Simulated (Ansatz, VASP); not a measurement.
# One calculation of Fe, two programs

File INCAR:

```
SYSTEM = Fe
PREC = Accurate ; ENCUT = 520
EDIFF = 1E-7 ; ISMEAR = -1
SIGMA = 0.1 ; LREAL = .FALSE.
LASPH = .TRUE. ; NELM = 100
ALGO = Normal ; ISIF = 2
LWAVE = .FALSE. ; LCHARG = .TRUE.
GGA = B5 ; ALDAX = 1.0
AGGAX = 1.0 ; AGGAC = 1.0
ALDAC = 0.0 ; LELF = .TRUE.
LVHAR = .TRUE. ; NBANDS = 15
```

The input KPOINTS:

```
regular mesh
0
G
  12 12 12
  0 0 0
```

File POSCAR:

```
Fe
1.0
    0.0000000000      2.5668812086      2.5668812086
    2.5668812086      0.0000000000      2.5668812086
    2.5668812086      2.5668812086      0.0000000000
Fe
2
Direct
    0.1250000000      0.1250000000      0.1250000000
    0.8750000000      0.8750000000      0.8750000000
```

Input for Ansatz:

```yaml
crystal:
  lattice:
    - [0.0, 2.5668812086, 2.5668812086]
    - [2.5668812086, 0.0, 2.5668812086]
    - [2.5668812086, 2.5668812086, 0.0]
  atoms:
    - { symbol: Fe, position: [0.125, 0.125, 0.125] }
    - { symbol: Fe, position: [0.875, 0.875, 0.875] }
hamiltonian:
  xc: blyp
  pseudopotentials:
    kind: paw
    azcp:
      Fe: "pseudopotentials/Fe.paw.azcp"
basis:
  ecutwfc: 420
  fft_grid_basis: typed
kpoints:
  mp_grid: { grid: [12, 12, 12], shift: [0, 0, 0] }
magnetization:
  spin_polarized: false
scf:
  occupations: { method: fermi_dirac, width: 0.1 }
  lower_state_search: "off"
output:
  stress: true
  write_density: true
  write_potential: true
  elf: true
  volumetric_format: npy
```

Alike in both runs: task single point; functional BLYP; k mesh 12 × 12 × 12; occupations fermi-dirac, width 0.1 eV; no spin polarisation.

|  | VASP | Ansatz |
| --- | --- | --- |
| version | VASP 6.6.1 | Ansatz 0.2.0 |
| potentials or method | VASP PAW PBE potentials, release 64 (Fe) | plane waves (420 eV) with PAW, scalar-relativistic |
| plane-wave cutoff (eV) | 520 | 420 |
| valence electrons in the cell | 16 | 32 |

```csv
,VASP,Ansatz,Ansatz less VASP
pressure (GPa),-12.3,-12.1,+0.27
```

The two sets of potentials don't hold the same shells in valence.

Caveats: the PAW data sets were made with another functional, which shifts forces and pressure a little (VASP); the run has no spin polarisation, though such a crystal can be magnetic. Spin polarisation is off, so any magnetic state and its effect on volume and gap are missing.
